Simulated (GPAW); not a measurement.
# FeO (Wuestite) (Fm-3m) in GPAW: convergence with density grid spacing (A)

Aim: find how far density grid spacing (A) must go before the results for FeO (Wuestite) settle, at LDA. This setting moves, with any that are tied to it; all else stays.

Everything below comes from runs of GPAW 26.7.0. Logs are shortened: lines on timing, memory, paths and dates and some standing lists are left out, and cuts for length are marked. The log counts tension as positive stress, the text compression.

### 1 Starting point

The structure is cubic, space group Fm-3m (No. 225). Conventional cell: a = 4.311 Å, b = 4.311 Å, c = 4.311 Å, α = 90.00°, β = 90.00°, γ = 90.00°. Fe (site symmetry m-3m) has 6 O at 2.16 Å as nearest neighbours. O (site symmetry m-3m) has 6 Fe at 2.16 Å as nearest neighbours.

### 2 With density grid spacing (A) 0.24

The input, run.py:

```python
from ase.dft.bandgap import bandgap
from ase.io import read, write
from ase.units import GPa
from gpaw import GPAW, PW

atoms = read('FeO.xyz')
atoms.set_initial_magnetic_moments([3.0, 0.0])

calc = GPAW(mode=PW(800),
            h=0.24,
            xc='LDA',
            kpts={'size': (8, 8, 8), 'gamma': True},
            occupations={'name': 'fermi-dirac', 'width': 0.05},
            nbands=17,
            convergence={'density': 1e-05, 'energy': 1e-05},
            maxiter=100,
            txt='gpaw.txt')
atoms.calc = calc
energy = atoms.get_potential_energy()
forces = atoms.get_forces()
stress = atoms.get_stress()
calc.write('gs.gpw')
write('result.traj', atoms)
print(f'Energy: {energy:.6f} eV')
print('Forces (eV/A):')
print(forces.round(4))
print('Stress (GPa):', (stress / GPa).round(3))
print('Moments:', calc.get_magnetic_moments().round(3))
print('Fermi level:', round(calc.get_fermi_level(), 4), 'eV')
print(f'Gap: {bandgap(calc)[0]:.4f} eV, direct: {bandgap(calc, direct=True)[0]:.4f} eV')
```

The input, FeO.xyz:

```xyz
2
Lattice="0.0000000000 2.1554000000 2.1554000000 2.1554000000 0.0000000000 2.1554000000 2.1554000000 2.1554000000 0.0000000000" Properties=species:S:1:pos:R:3 pbc="T T T"
Fe     0.0000000000      0.0000000000      0.0000000000
O      2.1554000000      2.1554000000      2.1554000000
```

Potentials or basis: the program's PAW data sets (release 1.2.1) made for this functional, pw.

On the command line:

```console
OMP_NUM_THREADS=1 python run.py
```

gpaw.txt:

```text
__  _  _
 | _ |_)|_||  |
 |__||  | ||/\| - 26.7.0

Input parameters:
  mode=PW(ecut=800.0),
  convergence={'density': 1e-05, 'energy': 1e-05},
  h=0.24,
  kpts=MonkhorstPack(size=(8, 8, 8), gamma=True),
  maxiter=100,
  nbands=17,
  occupations=Occupations(name='fermi-dirac', width=0.05),
  xc=XC(name='LDA')

Diagonalizing LCAO Hamiltonian
Converting LCAO to pw mode

              O

       Fe

Atoms  # Å, Bohr magnetons
|   | symbol |        x |        y |        z |    initial magnetic moments |
|---|--------|----------|----------|----------|-----------------------------|
| 0 |     Fe | 0.000000 | 0.000000 | 0.000000 | ( 0.0000,  0.0000,  3.0000) |
| 1 |      O | 2.155400 | 2.155400 | 2.155400 | ( 0.0000,  0.0000,  0.0000) |

Unit cell  # Å
| periodic |        x |        y |        z |  lengths |    angles |
|----------|----------|----------|----------|----------|-----------|
|      yes | 0.000000 | 2.155400 | 2.155400 | 3.048196 | 60.000000 |
|      yes | 2.155400 | 0.000000 | 2.155400 | 3.048196 | 60.000000 |
|      yes | 2.155400 | 2.155400 | 0.000000 | 3.048196 | 60.000000 |

Number of symmetries: 48
Symmetry operations  # r_c * U_cc + t_c -> r_c
|    | kind |            matrix            |
|----|------|------------------------------|
|  0 |  σ   |  1, 0, 0,  1, 0,-1,  1,-1, 0 |
|  1 |  C2  |  1, 0, 0,  1,-1, 0,  1, 0,-1 |
|  2 |  E   |  1, 0, 0,  0, 1, 0,  0, 0, 1 |
|  3 |  σ   |  1, 0, 0,  0, 0, 1,  0, 1, 0 |
|  4 |  C4  |  1, 0,-1,  1, 0, 0,  1,-1, 0 |
|  5 |  S6  |  1, 0,-1,  1,-1, 0,  1, 0, 0 |
|  6 |  σ   |  1, 0,-1,  0, 1,-1,  0, 0,-1 |
|  7 |  C3  |  1, 0,-1,  0, 0,-1,  0, 1,-1 |
|  8 |  S6  |  1,-1, 0,  1, 0, 0,  1, 0,-1 |
|  9 |  C4  |  1,-1, 0,  1, 0,-1,  1, 0, 0 |
| 10 |  C3  |  1,-1, 0,  0,-1, 1,  0,-1, 0 |
| 11 |  σ   |  1,-1, 0,  0,-1, 0,  0,-1, 1 |
| 12 |  σ   |  0, 1, 0,  1, 0, 0,  0, 0, 1 |
| 13 |  C4  |  0, 1, 0,  0, 1,-1, -1, 1, 0 |
| 14 |  C3  |  0, 1, 0,  0, 0, 1,  1, 0, 0 |
| 15 |  S6  |  0, 1, 0, -1, 1, 0,  0, 1,-1 |
| 16 |  C2  |  0, 1,-1,  1, 0,-1,  0, 0,-1 |
| 17 |  σ   |  0, 1,-1,  0, 1, 0, -1, 1, 0 |
| 18 |  S4  |  0, 1,-1,  0, 0,-1,  1, 0,-1 |
| 19 |  C4  |  0, 1,-1, -1, 1, 0,  0, 1, 0 |
| 20 |  C3  |  0, 0, 1,  1, 0, 0,  0, 1, 0 |
| 21 |  σ   |  0, 0, 1,  0, 1, 0,  1, 0, 0 |
| 22 |  S6  |  0, 0, 1,  0,-1, 1, -1, 0, 1 |
| 23 |  C4  |  0, 0, 1, -1, 0, 1,  0,-1, 1 |
| 24 |  S4  |  0, 0,-1,  1, 0,-1,  0, 1,-1 |
| 25 |  C3  |  0, 0,-1,  0, 1,-1,  1, 0,-1 |
| 26 |  C2  |  0, 0,-1,  0,-1, 0, -1, 0, 0 |
| 27 |  S6  |  0, 0,-1, -1, 0, 0,  0,-1, 0 |
| 28 |  S4  |  0,-1, 1,  1,-1, 0,  0,-1, 0 |
| 29 |  C4  |  0,-1, 1,  0, 0, 1, -1, 0, 1 |
| 30 |  C2  |  0,-1, 1,  0,-1, 0,  1,-1, 0 |
| 31 |  σ   |  0,-1, 1, -1, 0, 1,  0, 0, 1 |
| 32 |  C3  |  0,-1, 0,  1,-1, 0,  0,-1, 1 |
| 33 |  S6  |  0,-1, 0,  0, 0,-1, -1, 0, 0 |
| 34 |  S4  |  0,-1, 0,  0,-1, 1,  1,-1, 0 |
| 35 |  C2  |  0,-1, 0, -1, 0, 0,  0, 0,-1 |
| 36 |  C2  | -1, 1, 0,  0, 1, 0,  0, 1,-1 |
| 37 |  S6  | -1, 1, 0,  0, 1,-1,  0, 1, 0 |
| 38 |  S4  | -1, 1, 0, -1, 0, 1, -1, 0, 0 |
| 39 |  C3  | -1, 1, 0, -1, 0, 0, -1, 0, 1 |
| 40 |  S6  | -1, 0, 1,  0, 0, 1,  0,-1, 1 |
[... 71 lines left out ...]
    |   4s |  2.000 |      -5.481 |    1.164 |
    |   4p |  0.000 |      -1.431 |    1.058 |
    |   3d |  6.000 |      -7.753 |    1.058 |
    |    s |        |      21.730 |    1.164 |
    |    p |        |      25.780 |    1.058 |
    |    d |        |      19.459 |    1.058 |

    Using partial waves for Fe as LCAO basis

  O:
    name:    Oxygen
    Z:       8.0
    valence: 6
    core:    2
    charge:  0.0  # [|e|]
    compensation charges:
      type: gauss
      rc: 0.21  # [Å]
      lmax: 2
    cutoffs:
      filter: 1.17  # [Å]
      core: 0.83  # [Å]
    projectors
    | kind |    occ | energy [eV] | rcut [Å] |
    |------|--------|-------------|----------|
    |   2s |  2.000 |     -23.752 |    0.688 |
    |   2p |  4.000 |      -9.195 |    0.598 |
    |    s |        |       3.459 |    0.688 |
    |    p |        |      18.016 |    0.598 |
    |    d |        |       0.000 |    0.619 |

    Using partial waves for O as LCAO basis

Reference energy: -36585.847439  # eV

eigensolver:
  PPCG
  Converge bands: occupied
  niter=2

density mixing:
  MSR1-Mixer
  Pratt-step length: 0.05
  Maximum mixing coefficient: 0.75
  Old densities: 10
  SVD Regularization: 0.005
  Good broyden scale: 1.0
  Trust region scale: 1.0
  Backstep threshold: 4.0
  History deletion threshold: 6.0
  Fourier metric: weight=20.0, sigma=0.015

occupation numbers:
  Fermi-Dirac:
    width: 0.0500  # eV

poisson solver:
  ecut: 6400.0  # eV

xc functional:
  name: None

convergence criteria:
- Maximum integral of absolute [dens]ity change: 1e-05 electrons / valence electron
- Maximum [total energy] change in last 3 cyles: 1e-05 eV / valence electron
- Maximum integral of absolute [eigenst]ate change: 4e-08 eV^2 / valence electron
maximum number of iterations: 100

SCF iterations
|iter     | |      energy | eigst |  dens |  magmom |
|---------|-|-------------|-------|-------|---------|
|iter:   1| |  -18.047046 | +0.08 |       |  +3.0022|
|iter:   2| |  -17.848192 | -1.61 | -0.74 |  +3.0513|
|iter:   3| |  -17.524832 | -1.68 | -0.79 |  +3.4845|
|iter:   4| |  -17.567694 | -2.97 | -1.25 |  +3.7272|
|iter:   5| |  -17.582501 | -2.43 | -1.50 |  +3.9618|
|iter:   6| |  -17.581545 | -3.43 | -2.07 |  +4.0158|
|iter:   7| |  -17.581410 | -4.96 | -2.41 |  +3.9880|
|iter:   8| |  -17.581495c| -5.30 | -2.77 |  +4.0008|
|iter:   9| |  -17.581496c| -6.64 | -3.56 |  +3.9998|
|iter:  10| |  -17.581497c| -7.65c| -3.94 |  +3.9994|
|iter:  11| |  -17.581497c| -8.51c| -4.85 |  +3.9995|
|iter:  12| |  -17.581497c| -8.80c| -5.31c|  +3.9995|

Converged in 12 steps
Energy contributions relative to reference atoms: (reference = -36585.847439)

Energy contributions:
  Kinetic:          22.384408
  Coulomb:         -20.078297
  Zero:              0.484400
  External:          0.000000
  Xc:              -20.365061
  Entropy:          -0.013893
  Spinorbit:         0.000000
  ----------------------------
  Free energy:     -17.588444
  Extrapolated:    -17.581497

dipole moment: (-10.434647, -10.434647, -10.434647)  # |e|*Ang

Total magnetic moment: (0.000000, 0.000000, 3.999473)

Local magnetic moments
|        x |        y |        z |
|----------|----------|----------|
| 0.000000 | 0.000000 | 3.508883 |  # Fe   0
| 0.000000 | 0.000000 | 0.245323 |  # O    1

Fermi level: 8.790
Eigenvalues  # (at kpt = [0.000, 0.000, 0.000])
| band index |      eig [eV] | occ [0-1] |      eig [eV] | occ [0-1] |
|------------|---------------|-----------|---------------|-----------|
|          0 |       -11.754 |     1.000 |       -11.167 |     1.000 |
|          1 |         4.896 |     1.000 |         5.517 |     1.000 |
|          2 |         4.897 |     1.000 |         5.517 |     1.000 |
|          3 |         4.897 |     1.000 |         5.517 |     1.000 |
|          4 |         5.056 |     1.000 |         8.035 |     1.000 |
|          5 |         5.056 |     1.000 |         8.035 |     1.000 |
[... 9 lines left out ...]
|         15 |        25.622 |     0.000 |        26.743 |     0.000 |
|         16 |        25.622 |     0.000 |        26.743 |     0.000 |

No gap
No difference between direct/indirect transitions

Forces  # eV/Ang
|        x |        y |       z |
|----------|----------|---------|
| -0.00000 |  0.00000 | 0.00000 |  # Fe   0
|  0.00000 | -0.00000 | 0.00000 |  # O    1

Stress tensor  # eV/Ang^3
|         x |         y |         z |
|-----------|-----------|-----------|
|  0.105643 | -0.000000 | -0.000000 |
| -0.000000 |  0.105643 |  0.000000 |
| -0.000000 |  0.000000 |  0.105643 |

# Writing to gs.gpw (mode='')
```

Wall time 11 s (1 thread of Arm Neoverse V2, shared host); peak memory 0.15 GiB.

Results:

```yaml
Free_energy: -17.5884 eV
Pressure: -16.9 GPa
Band_gap_on_the_k_mesh: none (metal or under the smearing width)
Net_moment: 4.00 μB per cell
Site_moments: Fe +3.51; O +0.25 μB
```

### 3 With density grid spacing (A) 0.2

run.py: that of step 2 with these lines changed.

```diff
@@ -9,3 +9,3 @@
 calc = GPAW(mode=PW(800),
-            h=0.24,
+            h=0.2,
             xc='LDA',
```

FeO.xyz is that of step 2.

Potentials or basis: the program's PAW data sets (release 1.2.1) made for this functional, pw.

On the command line:

```console
OMP_NUM_THREADS=1 python run.py
```

It took 12 s on 1 thread of Arm Neoverse V2, shared host; peak memory 0.15 GiB.

What came out:

* Free energy: -17.6138 eV
* Pressure: -15.2 GPa
* Band gap on the k mesh: none (metal or under the smearing width)
* Net moment: 4.00 μB per cell
* Site moments: Fe +3.51; O +0.25 μB

### 4 With density grid spacing (A) 0.17

run.py: that of step 3 with these lines changed.

```diff
@@ -9,3 +9,3 @@
 calc = GPAW(mode=PW(800),
-            h=0.2,
+            h=0.17,
             xc='LDA',
```

FeO.xyz is that of step 3.

On the command line:

```console
OMP_NUM_THREADS=1 python run.py
```

It took 17 s on 1 thread of Arm Neoverse V2, shared host; peak memory 0.15 GiB.

What came out:

- Free energy: -17.6081 eV
- Pressure: -15.2 GPa
- Band gap on the k mesh: none (metal or under the smearing width)
- Net moment: 4.00 μB per cell
- Site moments: Fe +3.51; O +0.25 μB

### 5 With density grid spacing (A) 0.15

run.py: that of step 4 with these lines changed.

```diff
@@ -9,3 +9,3 @@
 calc = GPAW(mode=PW(800),
-            h=0.17,
+            h=0.15,
             xc='LDA',
```

FeO.xyz is that of step 4.

On the command line:

```console
OMP_NUM_THREADS=1 python run.py
```

Run time: 24 s. Hardware: 1 thread of Arm Neoverse V2, shared host; peak memory 0.16 GiB.

The run converged. Its results:

| Item | Value |
| --- | --- |
| Free energy | -17.6064 eV |
| Pressure | -15.3 GPa |
| Band gap on the k mesh | none (metal or under the smearing width) |
| Net moment | 4.00 μB per cell |
| Site moments | Fe +3.51; O +0.25 μB |

### 6 With density grid spacing (A) 0.13

run.py: that of step 5 with these lines changed.

```diff
@@ -9,3 +9,3 @@
 calc = GPAW(mode=PW(800),
-            h=0.15,
+            h=0.13,
             xc='LDA',
```

FeO.xyz is that of step 5.

Potentials or basis: the program's PAW data sets (release 1.2.1) made for this functional, pw.

On the command line:

```console
OMP_NUM_THREADS=1 python run.py
```

Wall time 27 s (1 thread of Arm Neoverse V2, shared host); peak memory 0.18 GiB.

It converged, with:

| Item | Value |
| --- | --- |
| Free energy | -17.6064 eV |
| Pressure | -15.3 GPa |
| Band gap on the k mesh | none (metal or under the smearing width) |
| Net moment | 4.00 μB per cell |
| Site moments | Fe +3.51; O +0.25 μB |

### 7 With density grid spacing (A) 0.11

run.py: that of step 6 with these lines changed.

```diff
@@ -9,3 +9,3 @@
 calc = GPAW(mode=PW(800),
-            h=0.13,
+            h=0.11,
             xc='LDA',
```

FeO.xyz is that of step 6.

On the command line:

```console
OMP_NUM_THREADS=1 python run.py
```

It took 41 s on 1 thread of Arm Neoverse V2, shared host; peak memory 0.2 GiB.

It converged, with:

```yaml
Free_energy: -17.6064 eV
Pressure: -15.3 GPa
Band_gap_on_the_k_mesh: none (metal or under the smearing width)
Net_moment: 4.00 μB per cell
Site_moments: Fe +3.51; O +0.25 μB
```

### 8 With density grid spacing (A) 0.09

run.py: that of step 7 with these lines changed.

```diff
@@ -9,3 +9,3 @@
 calc = GPAW(mode=PW(800),
-            h=0.11,
+            h=0.09,
             xc='LDA',
```

FeO.xyz is that of step 7.

On the command line:

```console
OMP_NUM_THREADS=1 python run.py
```

Wall time 81 s (1 thread of Arm Neoverse V2, shared host); peak memory 0.26 GiB.

Results (log left out):

```yaml
Free_energy: -17.6064 eV
Pressure: -15.3 GPa
Band_gap_on_the_k_mesh: none (metal or under the smearing width)
Net_moment: 4.00 μB per cell
Site_moments: Fe +3.51; O +0.25 μB
```

### 9 Result

```tsv
density grid spacing (A)	energy less the tightest run, at zero smearing (meV/atom)	pressure (GPa)	SCF cycles	CPU time (s)	peak memory (GiB)
0.24	8.99	-16.93	12	11	0.15
0.2	-3.68	-15.23	12	12	0.15
0.17	-0.83	-15.24	12	17	0.15
0.15	0.00	-15.31	12	24	0.16
0.13	0.00	-15.31	12	27	0.18
0.11	0.00	-15.31	12	41	0.2
0.09	0.00	-15.31	12	81	0.26
```

Against the tightest run, the energy stays within 1 meV/atom from 0.17 on; the pressure stays within 0.1 GPa from 0.2 on. The tightest run that finished is the yardstick and may itself not be fully converged.

Caveats: so large a pressure means that the cell lies far from this level's equilibrium, or that cutoff or potentials fall short; a cell with one magnetic atom can't hold antiferromagnetic order, which such compounds often take; semilocal functionals often make such compounds metallic where correlation or magnetic order opens a gap, which also shifts bond lengths.
